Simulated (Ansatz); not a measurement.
# Sb (P6_3/mmc) in Ansatz: notebook

The runs below take Sb through single point, relaxation of cell and atoms, with PBE, RPBE.

All numbers are computed with Ansatz 0.2.0; they aren't measurements. Logs are shortened: lines on timing, memory, paths and dates and some standing lists are left out, and cuts for length are marked.

## (1) The crystal as given

It takes space group P6_3/mmc (No. 194, hexagonal). Conventional cell: a = 3.355 Å, b = 3.355 Å, c = 5.470 Å, α = 90.00°, β = 90.00°, γ = 120.00°. Sb (site symmetry -6m2) has 12 Sb at 3.35 Å as nearest neighbours.

This isn't the form of Sb at room conditions, which is rhombohedral.

## (2) Single point, PBE

The input, input.yaml:

```yaml
crystal:
  lattice:
    - [3.3545324186, 0.0, 0.0]
    - [-1.6772662093, 2.9051102923, 0.0]
    - [0.0, 0.0, 5.47016065]
  atoms:
    - { symbol: Sb, position: [0.6666666667, 0.3333333333, 0.75] }
    - { symbol: Sb, position: [0.3333333333, 0.6666666667, 0.25] }
hamiltonian:
  xc: pbe
  pseudopotentials: { kind: paw }
kpoints:
  mp_grid: { grid: [9, 9, 5] }
scf:
  occupations: { method: gaussian, width: 0.024 }
output:
  forces: true
  stress: true
  eigenvalues: true
```

Potentials or basis: Ansatz PAW.

Started as:

```bash
$ ansatz run input.yaml --threads 2 --pin off --max-ram 5632MiB --backend cpu --events-out ev --progress --plain --runs-dir out
```

What it wrote:

```text
Warning: RAYON_NUM_THREADS=2 ignored (pool sized by the plan → 2); use --threads N
Engine: ansatz 0.2.0, aarch64-unknown-linux-gnu
Pseudopotentials: kind: paw
Pseudopotential: Sb, paw, valence charge 15, recommended cutoff 420 eV (normal), Sb.paw.azcp
Functional definition: PBE
  parameter kappa = 0.804
  parameter beta = 0.06672455060314922
  exchange = pbe_x(kappa = kappa, mu = beta*pi^2/3)
  correlation = pbe_c(beta = beta)
Crystal: 2 atoms, lattice volume = 53.308 Å³
Basis set: ecut = 420 eV, 1087 PW (Γ), exchange–correlation on 48×48×80 points (8 copies of the dense FFT grid, shifted against one another)
Bands: 19, of which v1, the nominal top of the filled ones, is band 15 counted from 1 (14 counted from 0)
Symmetry: 24 space group operations
Space group: P63/mmc (ITA 194), of the structure as read, at distance tolerance 3.8e-5 Å
k-points: 36 of 405
Non-local potential: Sb, projectors of the file, l = 0: 2, l = 1: 2, l = 2: 2, l = 3: 2
PAW form: soft (Blöchl's): semilocal exchange-correlation on the pseudo side does not see the compensation charge
PAW one-centre angular grid: Sb, 590 points (default); XC on 64 Gauss nodes
Initial density: superposition of atomic densities (neutral atoms: chi_scale 0, normalization atom), corrected by the library's trained network
Initial wavefunctions: pseudopotential atomic-orbital guess
Functional: x = pbe(κ = 0.804, μ = 0.2195149727645171), c = pbe(β = 0.06672455060314922)
SCF iter   1: F=—  HF=-12968.411657 eV  |F-HF|=—  |Δ(HF+E_count)|=         —  Δρ=1.50e-3  dr2=8.95e-4  ethr=1.77e-3  ⟨swp⟩=6.2  Hψ=3511  notcnv=0
preconditioner: auto → Kerker (q_TF=auto, 2.479 Å⁻¹)  [metal: Δε(μ)=0.020 eV  Ē_g=8.567 eV  σ=0.024 eV  W_gap=0.44  n_scr=22 (ndim 8)  ℏωp=16.1 eV  f_vac=0.000  D(μ)=3.02/eV (n_scr^D=34)]
SCF iter   2: F=—  HF=-12968.410423 eV  |F-HF|=—  |Δ(HF+E_count)|=   1.23e-3  Δρ=9.44e-4  dr2=4.10e-4  ethr=2.98e-6  ⟨swp⟩=2.1  Hψ=1527  notcnv=0  defer=2
SCF iter   3: F=—  HF=-12968.410519 eV  |F-HF|=—  |Δ(HF+E_count)|=   9.53e-5  Δρ=4.38e-4  dr2=9.64e-5  ethr=1.37e-6  ⟨swp⟩=2.5  Hψ=1212  notcnv=0  defer=2
SCF iter   4: F=—  HF=-12968.410549 eV  |F-HF|=—  |Δ(HF+E_count)|=   3.07e-5  Δρ=1.55e-4  dr2=6.22e-6  ethr=3.21e-7  ⟨swp⟩=2.0  Hψ=846  notcnv=0  defer=2
SCF iter   5: F=—  HF=-12968.410546 eV  |F-HF|=—  |Δ(HF+E_count)|=   3.46e-6  Δρ=3.92e-5  dr2=4.66e-7  ethr=2.07e-8  ⟨swp⟩=2.0  Hψ=1197  notcnv=0  defer=2
SCF iter   6: F=-12968.410546 eV  HF=-12968.410546 eV  |F-HF|=7.58e-9  |Δ(HF+E_count)|=   2.03e-7  Δρ=4.27e-6  dr2=9.68e-9  ethr=3.33e-10  ⟨swp⟩=6.3  Hψ=3124  notcnv=0
SCF 1 converged in 6 iterations: F = -12968.410546 eV  dr2 = 9.68e-9
SCF converged after 6 iterations
Free energy (F): -12968.410546 eV
Harris-Foulkes:  -12968.410546 eV  (|F-HF|=7.58e-9)
Internal energy: -12968.409615 eV  (E = F + TS)
E sigma→0 (E₀):  -12968.410080 eV
Entropy (-TS):   -0.000931 eV (-0.465 meV/atom)
Fermi energy:    11.722024 eV
--- Per-component energies (eV) ---
  E_band       = -284.143384
  E_kinetic    = 413.407356
  E_local      = -2850.108518  (includes V_loc(G=0)·N_el)
  E_nonlocal   = 722.921560
  E_hartree    = 1304.035864
  E_xc         = -277.263923
  E_vxc        = -192.954427  (∫ρ·V_xc dr)
  E_paw        = -9148.827382  (= ΣΔE_a)
  E_vpaw       = -985.474904  (= ΣTr[D̂ρ^β])
  E_aug_tail   = -0.000003  (compensation charges beyond the density's cutoff)
  E_ewald      = -3132.574569
  E_smearing   = -0.000931  (= −TS)
  E_closure    = -0.000000  (closes the sum)
  Σ components = -12968.410546   (vs F -12968.410546, Δ=0.00e0)
--- Forces (eV/Å), atoms counted from 1 ---
  atom   1  Sb    -0.00000000     0.00000000     0.00000000
  atom   2  Sb     0.00000000    -0.00000000     0.00000000
  max |Σ_I F_I| component: 4.63e-18 eV/Å
--- Stress (GPa, compression-positive) ---
        1.318948       0.000000       0.000000
       -0.000000       1.318948       0.000000
        0.000000       0.000000       1.855694
  P = ⅓ Tr σ = 1.4979 GPa (14.979 kbar)
--- Band table (eV; the first three rows and the last of 36) ---
  k-point 0: bands = ["-17.4941", "-17.4848", "-17.4755", "-17.4755", "-17.4711", "-17.4711", "-17.4669", "-17.4669", "-17.4152", "-17.4152", "-1.1630", "2.6775", "5.9654", "15.4517", "15.4517", "17.1049", "17.1049", "17.3425", "19.7031"]
  k-point 1: bands = ["-17.4931", "-17.4856", "-17.4808", "-17.4808", "-17.4736", "-17.4736", "-17.4561", "-17.4561", "-17.4180", "-17.4180", "-0.9623", "1.8460", "7.2016", "15.5441", "15.6005", "15.6005", "16.9550", "16.9550", "19.8528"]
  k-point 2: bands = ["-17.4906", "-17.4877", "-17.4825", "-17.4825", "-17.4789", "-17.4789", "-17.4404", "-17.4404", "-17.4267", "-17.4267", "-0.3645", "0.6075", "9.6376", "12.5337", "16.0065", "16.0065", "16.5333", "16.5333", "20.3049"]
  k-point 35: bands = ["-17.4923", "-17.4923", "-17.4776", "-17.4489", "-17.4375", "-17.4372", "-17.4372", "-17.4332", "-17.4145", "-17.4145", "3.9575", "3.9575", "7.6652", "7.6652", "8.1531", "9.0853", "14.4819", "14.4819", "18.5725"]
```

It took 0.98 s on 2 threads of Arm Neoverse V1, shared host; peak memory 0.32 GiB.

Results:

```
Free energy            : -12968.4105 eV
Pressure               : 1.5 GPa
Band gap on the k mesh : none (metal or under the smearing width)
```

## (3) Relaxation of cell and atoms, RPBE

input.yaml, as its differences from that of step 2:

```diff
@@ -9,3 +9,3 @@
 hamiltonian:
-  xc: pbe
+  xc: rpbe
   pseudopotentials: { kind: paw }
@@ -14,3 +14,3 @@
 scf:
-  occupations: { method: gaussian, width: 0.024 }
+  occupations: { method: fermi_dirac, width: 0.05 }
 output:
@@ -19 +19,9 @@
   eigenvalues: true
+  write_density: true
+  write_potential: true
+  elf: true
+  volumetric_format: npy
+relax:
+  f_tol: 0.01
+  max_steps: 40
+  cell: { stress_tol: 0.05 }
```

Potentials or basis: Ansatz PAW.

Started as:

```bash
$ ansatz run input.yaml --threads 2 --pin off --max-ram 5632MiB --backend cpu --events-out ev --progress --plain --runs-dir out
```

What it wrote:

```text
Warning: RAYON_NUM_THREADS=2 ignored (pool sized by the plan → 2); use --threads N
[... 3 set-up lines as earlier in the session ...]
Functional definition: RPBE
[... 2 set-up lines as earlier in the session ...]
  exchange = rpbe_x(kappa = kappa, mu = beta*pi^2/3)
[... 1 set-up line as earlier in the session ...]
Crystal: 2 atoms, lattice volume = 53.308 Å³
Basis set: ecut = 420 eV, 1087 PW (Γ), exchange–correlation on 48×48×80 points (8 copies of the dense FFT grid, shifted against one another)
Bands: 19, of which v1, the nominal top of the filled ones, is band 15 counted from 1 (14 counted from 0)
[... 2 set-up lines as earlier in the session ...]
k-points: 36 of 405
[... 2 set-up lines as earlier in the session ...]
PAW frozen core: Sb, regenerated for the run's functional, and the local potential with it (the file was generated under x = pbe(κ = 0.804, μ = 0.2195149727645171), c = pbe(β = 0.06672455060314922))
[... 3 set-up lines as earlier in the session ...]
Functional: x = rpbe, c = pbe(β = 0.06672455060314922)
SCF iter   1: F=—  HF=-12985.749048 eV  |F-HF|=—  |Δ(HF+E_count)|=         —  Δρ=3.33e-3  dr2=2.77e-3  ethr=1.77e-3  ⟨swp⟩=5.8  Hψ=3362  notcnv=0
preconditioner: auto → Kerker (q_TF=auto, 2.479 Å⁻¹)  [metal: Δε(μ)=0.044 eV  Ē_g=8.558 eV  σ=0.050 eV  W_gap=0.22  n_scr=22 (ndim 8)  ℏωp=16.1 eV  f_vac=0.000  D(μ)=1.56/eV (n_scr^D=10)]
SCF iter   2: F=—  HF=-12985.747727 eV  |F-HF|=—  |Δ(HF+E_count)|=   1.32e-3  Δρ=1.47e-3  dr2=7.99e-4  ethr=9.24e-6  ⟨swp⟩=2.0  Hψ=1413  notcnv=0
SCF iter   3: F=—  HF=-12985.747846 eV  |F-HF|=—  |Δ(HF+E_count)|=   1.19e-4  Δρ=6.59e-4  dr2=1.84e-4  ethr=2.66e-6  ⟨swp⟩=1.0  Hψ=677  notcnv=0
SCF iter   4: F=—  HF=-12985.747869 eV  |F-HF|=—  |Δ(HF+E_count)|=   2.27e-5  Δρ=8.64e-5  dr2=3.44e-6  ethr=6.12e-7  ⟨swp⟩=2.0  Hψ=851  notcnv=0
SCF iter   5: F=—  HF=-12985.747870 eV  |F-HF|=—  |Δ(HF+E_count)|=   8.41e-7  Δρ=1.96e-5  dr2=2.02e-7  ethr=1.15e-8  ⟨swp⟩=2.8  Hψ=1180  notcnv=0
SCF iter   6: F=-12985.747870 eV  HF=-12985.747870 eV  |F-HF|=4.07e-10  |Δ(HF+E_count)|=   2.89e-8  Δρ=3.62e-6  dr2=7.31e-9  ethr=3.33e-10  ⟨swp⟩=9.8  Hψ=4786  notcnv=0
[... 73 lines left out ...]
SCF converged after 5 iterations
Free energy (F): -12985.771844 eV
Harris-Foulkes:  -12985.771844 eV  (|F-HF|=1.82e-12)
Internal energy: -12985.760169 eV  (E = F + TS)
E sigma→0 (E₀):  -12985.766006 eV
Entropy (-TS):   -0.011675 eV (-5.838 meV/atom)
Fermi energy:    11.191528 eV
--- Per-component energies (eV) ---
  E_band       = -303.646142
  E_kinetic    = 410.991114
  E_local      = -2927.426472  (includes V_loc(G=0)·N_el)
  E_nonlocal   = 721.696619
  E_hartree    = 1333.587237
  E_xc         = -276.549715
  E_vxc        = -191.176674  (∫ρ·V_xc dr)
  E_paw        = -9166.417280  (= ΣΔE_a)
  E_vpaw       = -984.905198  (= ΣTr[D̂ρ^β])
  E_aug_tail   = -0.000003  (compensation charges beyond the density's cutoff)
  E_ewald      = -3081.622026
  E_core_change = -0.019642  (= ΣΔE_core)
  E_smearing   = -0.011675  (= −TS)
  E_closure    = 0.000000  (closes the sum)
  Σ components = -12985.771844   (vs F -12985.771844, Δ=0.00e0)
--- Forces (eV/Å), atoms counted from 1 ---
  atom   1  Sb     0.00000000     0.00000000     0.00000000
  atom   2  Sb     0.00000000    -0.00000000    -0.00000000
  max |Σ_I F_I| component: 4.63e-17 eV/Å
--- Stress (GPa, compression-positive) ---
       -0.014821       0.000000       0.000000
        0.000000      -0.014821      -0.000000
        0.000000      -0.000000      -0.003646
  P = ⅓ Tr σ = -0.0111 GPa (-0.111 kbar)
--- Band table (eV; the first three rows and the last of 36) ---
  k-point 0: bands = ["-18.1894", "-18.1877", "-18.1834", "-18.1834", "-18.1754", "-18.1754", "-18.1713", "-18.1713", "-18.1279", "-18.1279", "-1.4526", "2.6178", "5.6898", "14.0347", "14.0347", "15.7899", "15.7899", "16.9968", "18.1180"]
  k-point 1: bands = ["-18.1891", "-18.1881", "-18.1881", "-18.1877", "-18.1748", "-18.1748", "-18.1650", "-18.1650", "-18.1300", "-18.1300", "-1.2439", "1.7035", "7.0131", "14.1929", "14.1929", "15.3943", "15.6337", "15.6337", "18.2932"]
  k-point 2: bands = ["-18.1885", "-18.1883", "-18.1883", "-18.1879", "-18.1824", "-18.1824", "-18.1500", "-18.1500", "-18.1374", "-18.1374", "-0.6217", "0.3936", "9.5284", "12.4578", "14.6253", "14.6253", "15.1871", "15.1871", "18.8263"]
  k-point 35: bands = ["-18.1994", "-18.1994", "-18.1855", "-18.1568", "-18.1482", "-18.1482", "-18.1481", "-18.1439", "-18.1281", "-18.1281", "3.1774", "3.1774", "7.0910", "7.0910", "7.6865", "8.6797", "14.0887", "14.0887", "18.2897"]
--- Relaxed structure (7 steps of the walk, 7 accepted, 1 SCFs on fresh bases) ---
  F+E_penalty+E_count = -12985.77184370 eV   max|allowed force component| = 9.021e-17 eV/Å   (the final SCF, on the basis selected at the relaxed cell)
  cell:  # Å, volume = 55.9290 Å³
    - [3.4685063890395256, 0.0, 0.0]
    - [-1.7342531945197628, 3.00381464609686, 0.0]
    - [0.0, 0.0, 5.368109400433063]
  atoms:
    - { symbol: Sb, position: [0.6666666666666665, 0.3333333333333333, 0.7500000000000001] }
    - { symbol: Sb, position: [0.3333333333333333, 0.6666666666666666, 0.25] }
```

rho_z.tsv:

```text
# z_ang	rho[e/angstrom^3]
# format = ansatz-planar-average/11
# lattice	3.468506389	0.000000000	0.000000000
# lattice	-1.734253195	3.003814646	0.000000000
# lattice	0.000000000	0.000000000	5.368109400
# sites	2
# site	51	1.734253195	1.001271549	4.026082050
# site	51	0.000000000	2.002543097	1.342027350
0.000000	1.356510e-1
0.149114	1.422049e-1
0.298228	1.629681e-1
0.447342	2.015723e-1
0.596457	2.689962e-1
0.745571	3.944764e-1
0.894685	6.220711e-1
1.043799	9.571976e-1
1.192913	1.291914e0
1.342027	1.436648e0
1.491142	1.291914e0
1.640256	9.571976e-1
1.789370	6.220711e-1
1.938484	3.944764e-1
2.087598	2.689962e-1
2.236712	2.015723e-1
2.385826	1.629681e-1
2.534941	1.422049e-1
2.684055	1.356510e-1
2.833169	1.422049e-1
2.982283	1.629681e-1
3.131397	2.015723e-1
3.280511	2.689962e-1
3.429625	3.944764e-1
3.578740	6.220711e-1
3.727854	9.571976e-1
3.876968	1.291914e0
4.026082	1.436648e0
4.175196	1.291914e0
4.324310	9.571976e-1
4.473425	6.220711e-1
4.622539	3.944764e-1
4.771653	2.689962e-1
4.920767	2.015723e-1
5.069881	1.629681e-1
5.218995	1.422049e-1
```

v_z.tsv:

```text
# z_ang	v_es[eV]	v_tot[eV]
# format = ansatz-planar-average/11
# xc	rpbe
# density_cutoff_ev	1680
# datasets	Sb=:simpson_from_first_knot:soft:shift=631322
# lattice	3.468506389	0.000000000	0.000000000
# lattice	-1.734253195	3.003814646	0.000000000
# lattice	0.000000000	0.000000000	5.368109400
# sites	2
# site	51	1.734253195	1.001271549	4.026082050
# site	51	0.000000000	2.002543097	1.342027350
0.000000	1.193413e1	3.686393e0
0.149114	1.164834e1	3.318541e0
0.298228	1.070260e1	2.105646e0
0.447342	9.105575e0	5.539541e-2
0.596457	7.196900e0	-2.463697e0
0.745571	5.398842e0	-4.999815e0
0.894685	3.960487e0	-7.194389e0
1.043799	2.955959e0	-8.826650e0
1.192913	2.375351e0	-9.812498e0
1.342027	2.187102e0	-1.013869e1
1.491142	2.375351e0	-9.812498e0
1.640256	2.955959e0	-8.826650e0
1.789370	3.960487e0	-7.194389e0
1.938484	5.398842e0	-4.999815e0
2.087598	7.196900e0	-2.463697e0
2.236712	9.105575e0	5.539541e-2
2.385826	1.070260e1	2.105646e0
2.534941	1.164834e1	3.318541e0
2.684055	1.193413e1	3.686393e0
2.833169	1.164834e1	3.318541e0
2.982283	1.070260e1	2.105646e0
3.131397	9.105575e0	5.539541e-2
3.280511	7.196900e0	-2.463697e0
3.429625	5.398842e0	-4.999815e0
3.578740	3.960487e0	-7.194389e0
3.727854	2.955959e0	-8.826650e0
3.876968	2.375351e0	-9.812498e0
4.026082	2.187102e0	-1.013869e1
4.175196	2.375351e0	-9.812498e0
4.324310	2.955959e0	-8.826650e0
4.473425	3.960487e0	-7.194389e0
4.622539	5.398842e0	-4.999815e0
4.771653	7.196900e0	-2.463697e0
4.920767	9.105575e0	5.539541e-2
5.069881	1.070260e1	2.105646e0
5.218995	1.164834e1	3.318541e0
```

Run time: 6.4 s. Hardware: 2 threads of Arm Neoverse V2, shared host; peak memory 0.34 GiB.

Results:

* Free energy: -12985.7718 eV
* Relaxed volume: 27.96 Å³/atom
* Relaxed cell: a = 3.469 Å, b = 3.469 Å, c = 5.368 Å, α = 90.00°, β = 90.00°, γ = 120.00°
* Space group after relaxing (to 0.05 Å): P6_3/mmc (No. 194)
* Energy gained by relaxing: 12.0 meV/atom
* Ionic steps: 8
* Pressure after relaxing: 0.0 GPa
* Band gap on the k mesh: none (metal or under the smearing width)

Step by step:
| step | energy change (eV) | largest force (eV/Å) | volume (Å³) |
| --- | --- | --- | --- |
| 1 | 0.0000 | 0.0000 | 53.31 |
| 2 | -0.0175 | 0.0000 | 56.94 |
| 3 | -0.0213 | 0.0000 | 55.93 |
| 4 | -0.0216 | 0.0000 | 55.83 |
| 5 | -0.0224 | 0.0000 | 55.31 |
| 6 | -0.0234 | 0.0000 | 55.99 |
| 7 | -0.0235 | 0.0000 | 55.93 |
| 8 | -0.0240 | 0.0000 | 55.93 |

Final structure:
```yaml
crystal:
  lattice:
    - [3.46851, 0.00000, 0.00000]
    - [-1.73425, 3.00381, 0.00000]
    - [0.00000, 0.00000, 5.36811]
  atoms:
    - { symbol: Sb, position: [0.66667, 0.33333, 0.75000] }
    - { symbol: Sb, position: [0.33333, 0.66667, 0.25000] }
```

Levels at points of the mesh, in eV from the Fermi level:
| k point | band 13 | band 14 | band 15 | band 16 | band 17 | band 18 |
| --- | --- | --- | --- | --- | --- | --- |
| (0.00, 0.00, 0.00) | -5.50 | 2.84 | 2.84 | 4.60 | 4.60 | 5.81 |

Caveat: the plane-wave basis is chosen anew once the cell has moved, so the energies of steps on either side of that aren't comparable; the PAW data sets come from PBE, with cores solved anew for the run's functional, which leaves a small shift of forces and pressure. The run has no spin-orbit coupling, so splittings on Sb are missing.
